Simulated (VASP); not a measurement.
# AlNi: self-consistent run, by LSFBXC

AlNi, Pm-3m (no. 221), 2 atoms in the cell. PBE; PAW potentials Ni, Al (PBE set).

| LSFBXC | Pressure (GPa) | Gap on the mesh (eV) | Time (s) |
|---|---|---|---|
| default | 2.08 | 0.000 | 115 |
| .TRUE. | 2.10 | 0.000 | 134 |

## Input of the first row

INCAR:
```
SYSTEM = AlNi
PREC = Accurate
ENCUT = 520
EDIFF = 1E-6
ISMEAR = 1
SIGMA = 0.1
LREAL = .FALSE.
LASPH = .TRUE.
ALGO = Normal
NELM = 200
ISIF = 2
LWAVE = .FALSE.
LCHARG = .FALSE.
LORBIT = 11
LMAXMIX = 4
LNONCOLLINEAR = .TRUE.
MAGMOM = 0.498 0.227 0.404 0 0 0
ISYM = -1
```

KPOINTS:
```
k-points
0
Gamma
  7 7 7
```

POSCAR:
```
AlNi
1.0
    2.8810000000      0.0000000000      0.0000000000
    0.0000000000      2.8810000000      0.0000000000
    0.0000000000      0.0000000000      2.8810000000
Ni Al
1 1
Direct
    0.5000000000      0.5000000000      0.5000000000
    0.0000000000      0.0000000000      0.0000000000
```

Commands:
```
cat potpaw_PBE.64/Ni/POTCAR potpaw_PBE.64/Al/POTCAR > POTCAR
mpirun -np 1 vasp_ncl > vasp.out
```

Changes of the last row against the first:
```
+ LSFBXC = True
```

VASP 6.6.1 took 115 s on 1 core (Intel Xeon 6975P-C (Granite Rapids)), a shared host.
